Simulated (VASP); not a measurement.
This VASP 6.6.1 run on Hf needs a look.

Contents of run.py:

```python
from ase.calculators.vasp import Vasp
from ase.eos import EquationOfState
from ase.io import Trajectory
from ase.io import read
from ase.units import GPa

atoms = read('POSCAR')
calc = Vasp(
    directory='calc',
    xc='rpbe',
    pp='PBE',
    setups='recommended',
    prec='Accurate',
    encut=45,
    ediff=1e-06,
    ismear=-5,
    sigma=0.05,
    lreal=False,
    lasph=True,
    nelm=77,
    algo='Fast',
    isif=2,
    lwave=False,
    lcharg=False,
    kpts=[10, 10, 5],
    gamma=True,
)
atoms.calc = calc
cell = atoms.cell.copy()
volumes, energies = [], []
traj = Trajectory('eos.traj', 'w')
for x in [0.94, 0.96, 0.98, 1.0, 1.02, 1.04, 1.06]:
    atoms.set_cell(cell * x ** (1 / 3), scale_atoms=True)
    volumes.append(atoms.get_volume())
    energies.append(atoms.get_potential_energy())
    traj.write(atoms)
    print(f'{x:5.2f} {volumes[-1]:12.5f} {energies[-1]:14.6f}')

v0, e0, B = EquationOfState(volumes, energies, eos='sj').fit()
print(f'V0 = {v0:.4f} A^3, E0 = {e0:.6f} eV, B = {B / GPa:.2f} GPa')
```

Contents of POSCAR:

```
Hf
1.0
    3.1967000000      0.0000000000      0.0000000000
   -1.5983500000      2.7684234083      0.0000000000
    0.0000000000      0.0000000000      5.0578000000
Hf
2
Direct
    0.6666666667      0.3333333333      0.7500000000
    0.3333333333      0.6666666667      0.2500000000
```

Potentials or basis: VASP PAW PBE potentials, release 64 (Hf_pv).

Command:

```console
$ python run.py
```

Output:

```text
0.94     42.07498      16.087184
 0.96     42.97019      16.041814
 0.98     43.86540      15.914873
 1.00     44.76062      16.322384
 1.02     45.65583      16.346515
 1.04     46.55104      18.020384
 1.06     47.44625      17.758606
V0 = 43.1790 A^3, E0 = 15.840507 eV, B = 3262.25 GPa
```

OUTCAR:

```text
ENCUT = 45.000000
[... 649 lines left out ...]
  free  energy   TOTEN  =        17.7586062509 eV

  energy  without entropy=       17.7586062509  energy(sigma->0) =       17.75860625
```

**Question.** How did it end, and where is the flaw?

**Answer.** The calculation finished and met its thresholds. The input holds a flaw that was put in on purpose: cutoff typed in rydberg (ENCUT = 45). The program doesn't stop on it, so the numbers can't be trusted though the run ends normally.
